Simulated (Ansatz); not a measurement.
# SiO2 (P3_121): the host for defect calculations, part 2 of 2

Aim: the runs on the perfect crystal SiO2 (P3_121) that a defect calculation needs first.

Ansatz 0.2.0; plane-wave PAW DFT, PBEsol; relaxation of the host's cell and atoms; PAW set soft_1 (the session's first sound run).

So far. Step 3 (Dielectric tensors of the host): The principal values of the electronic dielectric tensor are 2.49, 2.49 and 2.52. The principal values of the static dielectric tensor are 4.63, 4.63 and 4.85.

## Step 4: Defect free supercell relaxed in its symmetry

This cell, the one that will hold the defects, is built from the relaxed host. Its coarser k-points can move the atoms a little, so it is relaxed from the symmetric sites, as the reference for the test of stability.

This step: plane-wave PAW DFT, PBEsol; relaxation of the defect-free supercell in its symmetry; PAW set soft_1 (Ansatz 0.2.0).

System of this step: SiO2 (P3_121). The cell holds 72 atoms: 24 Si and 48 O. Cell: a = 9.897 Å, b = 9.897 Å, c = 10.883 Å, α = 90.0°, β = 90.0°, γ = 120.0°.

File pristine.symmetric/input.yaml:

```yaml
crystal:
  lattice:
    - [9.8968274618, 0.0, 0.0]
    - [-4.9484137309, 8.5709039988, 0.0]
    - [0.0, 0.0, 10.8826433342]
  atoms:
    - { symbol: Si, position: [0.264857442, 0.264857442, 0.0] }
    - { symbol: Si, position: [0.0, 0.235142558, 0.3333333334] }
    - { symbol: Si, position: [0.235142558, 0.0, 0.1666666666] }
    - { symbol: O, position: [0.1335409377, 0.2062433942, 0.3926943436] }
    - { symbol: O, position: [0.2937566058, 0.4272975434, 0.0593610103] }
    - { symbol: O, position: [0.0727024566, 0.3664590623, 0.226027677] }
    - { symbol: O, position: [0.2062433942, 0.1335409377, 0.1073056564] }
    - { symbol: O, position: [0.3664590623, 0.0727024566, 0.273972323] }
    - { symbol: O, position: [0.4272975434, 0.2937566058, 0.4406389897] }
    - { symbol: Si, position: [0.264857442, 0.264857442, 0.5] }
    - { symbol: Si, position: [0.0, 0.235142558, 0.8333333333] }
    - { symbol: Si, position: [0.235142558, 0.0, 0.6666666666] }
    - { symbol: O, position: [0.1335409377, 0.2062433942, 0.8926943436] }
    - { symbol: O, position: [0.2937566058, 0.4272975434, 0.5593610103] }
    - { symbol: O, position: [0.0727024566, 0.3664590623, 0.726027677] }
    - { symbol: O, position: [0.2062433942, 0.1335409377, 0.6073056564] }
    - { symbol: O, position: [0.3664590623, 0.0727024566, 0.773972323] }
    - { symbol: O, position: [0.4272975434, 0.2937566058, 0.9406389897] }
    - { symbol: Si, position: [0.264857442, 0.764857442, 0.0] }
    - { symbol: Si, position: [0.0, 0.735142558, 0.3333333334] }
    - { symbol: Si, position: [0.235142558, 0.5, 0.1666666666] }
    - { symbol: O, position: [0.1335409377, 0.7062433942, 0.3926943436] }
    - { symbol: O, position: [0.2937566058, 0.9272975434, 0.0593610103] }
    - { symbol: O, position: [0.0727024566, 0.8664590623, 0.226027677] }
    - { symbol: O, position: [0.2062433942, 0.6335409377, 0.1073056564] }
    - { symbol: O, position: [0.3664590623, 0.5727024566, 0.273972323] }
    - { symbol: O, position: [0.4272975434, 0.7937566058, 0.4406389897] }
    - { symbol: Si, position: [0.264857442, 0.764857442, 0.5] }
    - { symbol: Si, position: [0.0, 0.735142558, 0.8333333333] }
    - { symbol: Si, position: [0.235142558, 0.5, 0.6666666666] }
    - { symbol: O, position: [0.1335409377, 0.7062433942, 0.8926943436] }
    - { symbol: O, position: [0.2937566058, 0.9272975434, 0.5593610103] }
    - { symbol: O, position: [0.0727024566, 0.8664590623, 0.726027677] }
    - { symbol: O, position: [0.2062433942, 0.6335409377, 0.6073056564] }
    - { symbol: O, position: [0.3664590623, 0.5727024566, 0.773972323] }
    - { symbol: O, position: [0.4272975434, 0.7937566058, 0.9406389897] }
    - { symbol: Si, position: [0.764857442, 0.264857442, 0.0] }
    - { symbol: Si, position: [0.5, 0.235142558, 0.3333333334] }
    - { symbol: Si, position: [0.735142558, 0.0, 0.1666666666] }
    - { symbol: O, position: [0.6335409377, 0.2062433942, 0.3926943436] }
    - { symbol: O, position: [0.7937566058, 0.4272975434, 0.0593610103] }
    - { symbol: O, position: [0.5727024566, 0.3664590623, 0.226027677] }
    - { symbol: O, position: [0.7062433942, 0.1335409377, 0.1073056564] }
    - { symbol: O, position: [0.8664590623, 0.0727024566, 0.273972323] }
    - { symbol: O, position: [0.9272975434, 0.2937566058, 0.4406389897] }
    - { symbol: Si, position: [0.764857442, 0.264857442, 0.5] }
    - { symbol: Si, position: [0.5, 0.235142558, 0.8333333333] }
    - { symbol: Si, position: [0.735142558, 0.0, 0.6666666666] }
    - { symbol: O, position: [0.6335409377, 0.2062433942, 0.8926943436] }
    - { symbol: O, position: [0.7937566058, 0.4272975434, 0.5593610103] }
    - { symbol: O, position: [0.5727024566, 0.3664590623, 0.726027677] }
    - { symbol: O, position: [0.7062433942, 0.1335409377, 0.6073056564] }
    - { symbol: O, position: [0.8664590623, 0.0727024566, 0.773972323] }
    - { symbol: O, position: [0.9272975434, 0.2937566058, 0.9406389897] }
    - { symbol: Si, position: [0.764857442, 0.764857442, 0.0] }
    - { symbol: Si, position: [0.5, 0.735142558, 0.3333333334] }
    - { symbol: Si, position: [0.735142558, 0.5, 0.1666666666] }
    - { symbol: O, position: [0.6335409377, 0.7062433942, 0.3926943436] }
    - { symbol: O, position: [0.7937566058, 0.9272975434, 0.0593610103] }
    - { symbol: O, position: [0.5727024566, 0.8664590623, 0.226027677] }
    - { symbol: O, position: [0.7062433942, 0.6335409377, 0.1073056564] }
    - { symbol: O, position: [0.8664590623, 0.5727024566, 0.273972323] }
    - { symbol: O, position: [0.9272975434, 0.7937566058, 0.4406389897] }
    - { symbol: Si, position: [0.764857442, 0.764857442, 0.5] }
    - { symbol: Si, position: [0.5, 0.735142558, 0.8333333333] }
    - { symbol: Si, position: [0.735142558, 0.5, 0.6666666666] }
    - { symbol: O, position: [0.6335409377, 0.7062433942, 0.8926943436] }
    - { symbol: O, position: [0.7937566058, 0.9272975434, 0.5593610103] }
    - { symbol: O, position: [0.5727024566, 0.8664590623, 0.726027677] }
    - { symbol: O, position: [0.7062433942, 0.6335409377, 0.6073056564] }
    - { symbol: O, position: [0.8664590623, 0.5727024566, 0.773972323] }
    - { symbol: O, position: [0.9272975434, 0.7937566058, 0.9406389897] }
basis:
  ecutwfc: 420
  xc_grid: 2
hamiltonian:
  xc: pbesol
  pseudopotentials: { kind: paw, azcp: { folder: soft_1 }, xc_functional: pbe }
kpoints:
  mp_grid: { grid: [1, 1, 1] }
scf:
  occupations: { method: fermi_dirac, width: 0.01 }
  max_iter: 100
  lower_state_search: "off"
output:
  forces: true
relax:
  f_tol: 0.015
  max_steps: 60
  escape_saddle: false
checkpoint:
  write: "../pristine.symmetric.run"
  compress: false
  write_wavefunctions: false
  write_every: 100000
```

Command:

```bash
ansatz run input.yaml --threads 32 --pin off --max-ram 84787MiB --backend cuda --events-out ev --progress --plain --runs-dir out --max-vram 78GiB
```

Numbers of over 12 decimals in the logs are rounded to 6 here.

Log:

```text
[...]
device memory: the entry about to start is reckoned to put 3.1 GiB on a device that reports 155.4 GiB free (of which the cap on the GPU budget leaves the run 78.0 GiB)
GPU FFT provider: cuFFT
GPU libraries: cuBLAS 13.8.1, cuFFT 12.4.0, cuSOLVER 12.3.2
GPU matrix products: emulated (plane waves: as basis.precision tells), large ones in fixed point in workspaces of 1.00 GiB
Crystal: 72 atoms, lattice volume = 923.118 Å³
Basis set: ecut = 420 eV, 18049 PW (Γ), exchange–correlation on 144×144×150 points (8 copies of the dense FFT grid, shifted against one another)
Bands: 264, of which v1, the nominal top of the filled ones, is band 192 counted from 1 (191 counted from 0)
Symmetry: 48 space group operations
[...]
k-points: 1
[...]
GPU buffer pool allocated for 388800 grid points (all kernels)
GPU transforms: local potential and band sums: pruned to the plane-wave sphere, on 72×72×75
[...]
SCF iter   1: F=—  HF=-41953.548389 eV  |Δ(HF+E_count)|=         —  Δρ=1.22e-1  dr2=1.24e2  Hψ=1180
[...]
SCF iter   8: F=-41918.967883 eV  HF=-41918.967883 eV  |Δ(HF+E_count)|=   3.50e-6  Δρ=2.86e-6  dr2=7.73e-8  Hψ=679
SCF 1 converged in 8 iterations: F = -41918.967883 eV  dr2 = 7.73e-8
[...]
relax step   1: F+E_penalty+E_count = -41918.96788342 eV  Δ(F+E_penalty+E_count) = +0.000e0 eV  max|allowed force component| = 6.643e-3 eV/Å  Δτ_max = 0.0000 Å  (8 SCF iters, dr2 threshold 5.63e-6 eV, accepted)
[...]
SCF iter   3: F=-41918.967884 eV  HF=-41918.967884 eV  |Δ(HF+E_count)|=   5.14e-8  Δρ=6.90e-7  dr2=4.49e-9  Hψ=652
SCF 2 converged in 3 iterations: F = -41918.967884 eV  dr2 = 4.49e-9
relax step   2: F+E_penalty+E_count = -41918.96788360 eV  Δ(F+E_penalty+E_count) = -1.802e-7 eV  max|allowed force component| = 6.625e-3 eV/Å  Δτ_max = 0.0000 Å  (3 SCF iters, accepted)
SCF converged after 3 iterations
Free energy (F): -41918.967884 eV
[...]
Internal energy: -41918.967884 eV  (E = F + TS)
E sigma→0 (E₀):  -41918.967884 eV
Fermi energy:    5.095706 eV
[...]
--- Forces (eV/Å), atoms counted from 1 ---
  atom   1  Si    -0.00067257    -0.00116492    -0.00000000
  atom   2  Si    -0.00067257     0.00116492    -0.00000000
  atom   3  Si     0.00134513     0.00000000     0.00000000
  atom   4  O     -0.00105718    -0.00662518     0.00604831
  atom   5  O      0.00626616     0.00239704     0.00604831
  atom   6  O     -0.00520898     0.00422813     0.00604831
  [... 66 more lines of this table ...]
  max |Σ_I F_I| component: 1.56e-17 eV/Å
--- Relaxed structure (2 steps of the walk, 2 accepted, 0 SCFs on fresh bases) ---
  F+E_penalty+E_count = -41918.96788360 eV   max|allowed force component| = 6.625e-3 eV/Å
  atoms:
    - { symbol: Si, position: [0.264857, 0.264857, 6.412051959303441e-17] }
    - { symbol: Si, position: [-1.3877787807814457e-17, 0.235142558, 0.333333] }
    - { symbol: Si, position: [0.235143, 0.0, 0.166667] }
    - { symbol: O, position: [0.133541, 0.206243, 0.392694] }
    - { symbol: O, position: [0.293757, 0.427298, 0.059361] }
    - { symbol: O, position: [0.072702, 0.366459, 0.226028] }
  [... 66 more lines of this table ...]
```

It took 1.6 s on 1 × NVIDIA GB200 with 32 threads of Arm Neoverse V2, shared host; peak memory 1 GiB; 4.6 s of CPU time.

No atom moved by 0.005 Å in the relaxation.

## Step 5: Defect free supercell relaxed from displaced atoms

This step: plane-wave PAW DFT, PBEsol; relaxation of the defect-free supercell from random displacements, a test of the host's stability; PAW set soft_1 (Ansatz 0.2.0).

pristine.rattled/input.yaml, as its differences from pristine.symmetric/input.yaml of step 4:

```diff
@@ -94,6 +94,6 @@
   f_tol: 0.015
-  max_steps: 60
-  escape_saddle: false
+  max_steps: 120
+  random_displacement: { amplitude: 0.06, seed: 1841 }
 checkpoint:
-  write: "../pristine.symmetric.run"
+  write: "../pristine.rattled.run"
   compress: false
```

Log:

```text
[...]
Crystal: 72 atoms, lattice volume = 923.118 Å³
Basis set: ecut = 420 eV, 18049 PW (Γ), exchange–correlation on 144×144×150 points (8 copies of the dense FFT grid, shifted against one another)
Bands: 264, of which v1, the nominal top of the filled ones, is band 192 counted from 1 (191 counted from 0)
Symmetry: 1 space group operations
k-points: 1
[...]
SCF iter   1: F=—  HF=-41950.263197 eV  |Δ(HF+E_count)|=         —  Δρ=1.23e-1  dr2=1.27e2  Hψ=1181
[...]
SCF iter   2: F=—  HF=-41915.603044 eV  |Δ(HF+E_count)|=    3.47e1  Δρ=4.29e-2  dr2=7.20e0  Hψ=642
[...]
SCF iter   9: F=-41914.703409 eV  HF=-41914.703406 eV  |Δ(HF+E_count)|=   8.22e-6  Δρ=1.24e-5  dr2=1.23e-6  Hψ=996
SCF 1 converged in 9 iterations: F = -41914.703409 eV  dr2 = 1.23e-6
[...]
relax step   1: F+E_penalty+E_count = -41914.70340864 eV  Δ(F+E_penalty+E_count) = +0.000e0 eV  max|allowed force component| = 4.650e0 eV/Å  Δτ_max = 0.0000 Å  (9 SCF iters, dr2 threshold 5.63e-6 eV, accepted)
[...]
relax step   2: F+E_penalty+E_count = -41917.22964601 eV  Δ(F+E_penalty+E_count) = -2.526e0 eV  max|allowed force component| = 2.958e0 eV/Å  Δτ_max = 0.0436 Å  (5 SCF iters, dr2 threshold 1.00e-4 eV, accepted)
relax step   3: F+E_penalty+E_count = -41918.96352931 eV  Δ(F+E_penalty+E_count) = -1.734e0 eV  max|allowed force component| = 4.944e-2 eV/Å  Δτ_max = 0.0754 Å  (6 SCF iters, dr2 threshold 1.00e-4 eV, accepted)
relax step   4: F+E_penalty+E_count = -41918.96354749 eV  Δ(F+E_penalty+E_count) = -1.818e-5 eV  max|allowed force component| = 4.973e-2 eV/Å  Δτ_max = 0.0000 Å  (4 SCF iters, accepted)
[...]
SCF iter   1: F=—  HF=-41918.975402 eV  |Δ(HF+E_count)|=         —  Δρ=1.93e-3  dr2=2.33e-2  Hψ=506
[...]
SCF iter   2: F=—  HF=-41918.969018 eV  |Δ(HF+E_count)|=   6.38e-3  Δρ=1.04e-3  dr2=6.95e-3  Hψ=501
[...]
SCF iter   8: F=-41918.968207 eV  HF=-41918.968207 eV  |Δ(HF+E_count)|=   7.07e-8  Δρ=8.73e-7  dr2=7.06e-9  Hψ=787
SCF 5 converged in 8 iterations: F = -41918.968207 eV  dr2 = 7.06e-9
[...]
relax step   5: F+E_penalty+E_count = -41918.96820695 eV  Δ(F+E_penalty+E_count) = -4.659e-3 eV  max|allowed force component| = 2.589e-3 eV/Å  Δτ_max = 0.0311 Å  (8 SCF iters, accepted)
SCF converged after 8 iterations
Free energy (F): -41918.968207 eV
[...]
Internal energy: -41918.968207 eV  (E = F + TS)
E sigma→0 (E₀):  -41918.968207 eV
Fermi energy:    5.096349 eV
[...]
--- Forces (eV/Å), atoms counted from 1 ---
  atom   1  Si    -0.00007891    -0.00010689     0.00031103
  atom   2  Si    -0.00138235    -0.00074229    -0.00079593
  atom   3  Si    -0.00136994    -0.00073196    -0.00092381
  atom   4  O     -0.00077864     0.00090333    -0.00001074
  atom   5  O     -0.00076266    -0.00072711     0.00018698
  atom   6  O     -0.00005741     0.00030128     0.00030393
  [... 66 more lines of this table ...]
  max |Σ_I F_I| component: 4.91e-6 eV/Å
--- Relaxed structure (5 steps of the walk, 5 accepted, 0 SCFs on fresh bases) ---
  F+E_penalty+E_count = -41918.96820695 eV   max|allowed force component| = 2.589e-3 eV/Å
  atoms:
    - { symbol: Si, position: [0.264849, 0.264842, -0.000333] }
    - { symbol: Si, position: [2.3660607807021727e-5, 0.235092, 0.332980] }
    - { symbol: Si, position: [0.235280, -2.1255595685193567e-5, 0.166434] }
    - { symbol: O, position: [0.133433, 0.206090, 0.392444] }
    - { symbol: O, position: [0.293986, 0.427287, 0.059162] }
    - { symbol: O, position: [0.072589, 0.366338, 0.225648] }
  [... 66 more lines of this table ...]
```

Elapsed: 2.7 s, on 1 × NVIDIA GB200 with 32 threads; peak memory 1.1 GiB.

The steps of the relaxation:

| step | energy less that of the first step (eV) | largest force component (eV/Å) |
| --- | --- | --- |
| 1 | 0.0000 | 4.6505 |
| 2 | -2.5262 | 2.9577 |
| 3 | -4.2601 | 0.0494 |
| 4 | -4.2601 | 0.0497 |
| 5 | -4.2648 | 0.0026 |

The relaxation ends 59 meV an atom lower than the displaced start, with a largest force component of 0.0026 eV/Å.

## Step 6: Host on a dense mesh

This step: plane-wave PAW DFT, PBEsol; single point of the defect-free host, a test of the k-point sampling; PAW set soft_1 (Ansatz 0.2.0).

System of this step: SiO2 (P3_121). The structure is trigonal, space group P3_121 (No. 152). Conventional cell: a = 4.948 Å, b = 4.948 Å, c = 5.441 Å, α = 90.00°, β = 90.00°, γ = 120.00°. Si has 4 O at 1.62 Å nearest. O has 2 Si at 1.62 Å nearest. Farther neighbours and most contacts between anions are not listed.

File dense/input.yaml:

```yaml
crystal:
  lattice:
    - [4.9484137309, 0.0, 0.0]
    - [-2.4742068654, 4.2854519994, 0.0]
    - [0.0, 0.0, 5.4413216671]
  atoms:
    - { symbol: Si, position: [0.5297148839, 0.5297148839, 0.0] }
    - { symbol: Si, position: [0.0, 0.4702851161, 0.6666666667] }
    - { symbol: Si, position: [0.4702851161, 0.0, 0.3333333333] }
    - { symbol: O, position: [0.2670818754, 0.4124867885, 0.7853886872] }
    - { symbol: O, position: [0.5875132115, 0.8545950869, 0.1187220206] }
    - { symbol: O, position: [0.1454049131, 0.7329181246, 0.4520553539] }
    - { symbol: O, position: [0.4124867885, 0.2670818754, 0.2146113128] }
    - { symbol: O, position: [0.7329181246, 0.1454049131, 0.5479446461] }
    - { symbol: O, position: [0.8545950869, 0.5875132115, 0.8812779794] }
basis:
  ecutwfc: 420
  xc_grid: 2
hamiltonian:
  xc: pbesol
  pseudopotentials: { kind: paw, azcp: { folder: soft_1 }, xc_functional: pbe }
kpoints:
  mp_grid: { grid: [7, 7, 5] }
scf:
  occupations: { method: fermi_dirac, width: 0.01 }
  max_iter: 100
  lower_state_search: "off"
checkpoint:
  write: "../dense.run"
  compress: false
  write_wavefunctions: false
  write_every: 100000
```

Log:

```text
[...]
GPU FFT provider: cuFFT
GPU libraries: cuBLAS 13.8.1, cuFFT 12.4.0, cuSOLVER 12.3.2
[...]
Crystal: 9 atoms, lattice volume = 115.390 Å³
Basis set: ecut = 420 eV, 2221 PW (Γ), exchange–correlation on 72×72×80 points (8 copies of the dense FFT grid, shifted against one another)
Bands: 33, of which v1, the nominal top of the filled ones, is band 24 counted from 1 (23 counted from 0)
Symmetry: 6 space group operations
[...]
k-points: 32 of 245 (time reversal used)
[...]
GPU buffer pool allocated for 51840 grid points (all kernels)
[...]
SCF iter   1: F=—  HF=-5244.196894 eV  |Δ(HF+E_count)|=         —  Δρ=1.22e-1  dr2=1.55e1  Hψ=5546
[...]
SCF iter   8: F=-5239.876985 eV  HF=-5239.876985 eV  |Δ(HF+E_count)|=   4.43e-7  Δρ=3.65e-6  dr2=1.40e-8  Hψ=2713
SCF 1 converged in 8 iterations: F = -5239.876985 eV  dr2 = 1.40e-8
[...]
SCF converged after 8 iterations
Free energy (F): -5239.876985 eV
[...]
Internal energy: -5239.876985 eV  (E = F + TS)
E sigma→0 (E₀):  -5239.876985 eV
Fermi energy:    5.114796 eV
[...]
```

It took 1.2 s on 1 × NVIDIA GB200 with 32 threads; peak memory 1.1 GiB.

## Step 7: Defect free supercell at the zone centre

The supercell is run at the zone centre, to see how far that sampling misses the dense mesh.

System of this step: SiO2 (P3_121). The cell holds 72 atoms: 24 Si and 48 O. Its edges and angles: a = 9.897 Å, b = 9.897 Å, c = 10.883 Å, α = 90.0°, β = 90.0°, γ = 120.0°.

pristine.sampling_gamma/input.yaml, as its differences from pristine.rattled/input.yaml of step 5:

```diff
@@ -90,10 +90,4 @@
   lower_state_search: "off"
-output:
-  forces: true
-relax:
-  f_tol: 0.015
-  max_steps: 120
-  random_displacement: { amplitude: 0.06, seed: 1841 }
 checkpoint:
-  write: "../pristine.rattled.run"
+  write: "../pristine.sampling_gamma.run"
   compress: false
```

Log:

```text
[...]
GPU FFT provider: cuFFT
GPU libraries: cuBLAS 13.8.1, cuFFT 12.4.0, cuSOLVER 12.3.2
[...]
Crystal: 72 atoms, lattice volume = 923.118 Å³
Basis set: ecut = 420 eV, 18049 PW (Γ), exchange–correlation on 144×144×150 points (8 copies of the dense FFT grid, shifted against one another)
Bands: 264, of which v1, the nominal top of the filled ones, is band 192 counted from 1 (191 counted from 0)
Symmetry: 48 space group operations
[...]
k-points: 1
[...]
GPU buffer pool allocated for 388800 grid points (all kernels)
[...]
SCF iter   1: F=—  HF=-41953.548377 eV  |Δ(HF+E_count)|=         —  Δρ=1.22e-1  dr2=1.24e2  Hψ=1180
[...]
SCF iter   8: F=-41918.967884 eV  HF=-41918.967883 eV  |Δ(HF+E_count)|=   3.42e-6  Δρ=3.08e-6  dr2=8.52e-8  Hψ=678
SCF 1 converged in 8 iterations: F = -41918.967884 eV  dr2 = 8.52e-8
[...]
SCF converged after 8 iterations
Free energy (F): -41918.967884 eV
[...]
Internal energy: -41918.967884 eV  (E = F + TS)
E sigma→0 (E₀):  -41918.967884 eV
Fermi energy:    5.095702 eV
[...]
```

Run time: 1.4 s. Hardware: 1 × NVIDIA GB200 with 32 threads; peak memory 1 GiB.

## Step 8: Summary of results

* primitive cell vectors, lengths: 4.948, 4.948, 5.441 Å
* electronic dielectric constant: principal values (2.49, 2.49, 2.52)
* static dielectric constant: principal values (4.63, 4.63, 4.85)
* gap on the k-mesh of the response run (PBEsol): 5.72 eV
* supercell relaxed in its symmetry less the displaced and relaxed one: 0.000 eV
* energy an atom at the zone centre alone less that on the dense mesh: 0.001 eV

In words: Step 5: The energy fell by 4.265 eV from the randomly displaced start; against the sites as typed, O25 ends farthest off, by 0.01 Å, once the mean shift is taken out. The displaced cell ends within 0.01 eV of the symmetric one relaxed in its symmetry, so no lower structure shows in this supercell. The k-mesh can miss the band edges, so this gap is an upper bound at this level. All at zero temperature.

[Logs are printed without paths, hosts, clocks, repeated set-up lines and the standing remarks that a program may print on its own settings, such as how far it seeks lower states.]

[Hosts, paths, dates, database ids (printed as entryN), source tags and the programs' standing remarks are cut or masked in the printed files.]

[Runs of the host that timed out are not shown.]

[For some hosts the program warned that the k-mesh of the response run may be too coarse for force constants and the static dielectric constant; such warnings are not always shown.]
